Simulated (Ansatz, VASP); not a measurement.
**One calculation of SiC, two programs**

INCAR

```
ALGO     = Normal         # electronic algorithm
EDIFF    = 1E-6           # SCF threshold, eV
EDIFFG   = -0.005         # ionic threshold
ENCUT    = 600            # plane-wave cutoff, eV
GGA      = PE             # functional
IBRION   = 2              # ionic algorithm
ISIF     = 3              # what is computed and relaxed
ISMEAR   = 0              # smearing method
LASPH    = T              # aspherical terms in the spheres
LCHARG   = F              # write CHGCAR
LREAL    = F              # projectors in reciprocal space
LWAVE    = F              # write WAVECAR
NELM     = 100            # most SCF steps
NSW      = 100            # ionic steps
PREC     = Accurate       # precision mode
SIGMA    = 0.02           # smearing width, eV
```

Contents of KPOINTS:

```
k-points
0
Gamma
  12 12 12
```

The input POSCAR:

```
SiC
1.0
    0.0000000000      2.1740000000      2.1740000000
    2.1740000000      0.0000000000      2.1740000000
    2.1740000000      2.1740000000      0.0000000000
Si C
1 1
Direct
    0.0000000000      0.0000000000      0.0000000000
    0.7500000000      0.7500000000      0.7500000000
```

Input for Ansatz:

```yaml
crystal:
  lattice:
    - [0.0, 2.174, 2.174]
    - [2.174, 0.0, 2.174]
    - [2.174, 2.174, 0.0]
  atoms:
    - { symbol: Si, position: [0.0, 0.0, 0.0] }
    - { symbol: C, position: [0.75, 0.75, 0.75] }
basis:
  ecutwfc: 420
kpoints:
  mp_grid: { grid: [12, 12, 12] }
hamiltonian:
  xc: pbe
scf:
  occupations: { method: gaussian, width: 0.02 }
output:
  forces: true
  stress: true
  eigenvalues: true
  write_density: true
  write_potential: true
  elf: true
  volumetric_format: npy
relax:
  adjacent_minimum: "off"
  f_tol: 0.005
  max_steps: 80
  cell: { stress_tol: 0.05 }
```

Alike in both runs: task relaxation of cell and atoms; functional PBE; k mesh 12 × 12 × 12; occupations gaussian, width 0.02 eV; no spin polarisation.

|  | VASP | Ansatz |
| --- | --- | --- |
| version | VASP 6.6.1 | Ansatz 0.2.0 |
| potentials or method | VASP PAW PBE potentials, release 64 (Si, C) | scalar-relativistic, plane waves, PAW |
| plane-wave cutoff (eV) | 600 | 420 |
| valence electrons in the cell | 8 | 8 |

VASP gave:

| Property | Result |
| --- | --- |
| gap on the k mesh at the Fermi level, each at its own relaxed structure (eV) | 1.37 |
| relaxed volume (Å³/atom) | 10.49 |
| relaxed cell length with the largest relative difference (Å) | 3.096 |
| energy change over the relaxation (meV/atom) | -3 |

**Question.** Which values does Ansatz return?

**Answer.** gap on the k mesh at the Fermi level, each at its own relaxed structure (eV): 1.37; relaxed volume (Å³/atom): 10.50; relaxed cell length with the largest relative difference (Å): 3.097; energy change over the relaxation (meV/atom): -3.

A k mesh can miss the band edges. PBE usually gives volumes a little too large and moduli too small. Zero-point motion and thermal expansion aren't in these numbers.
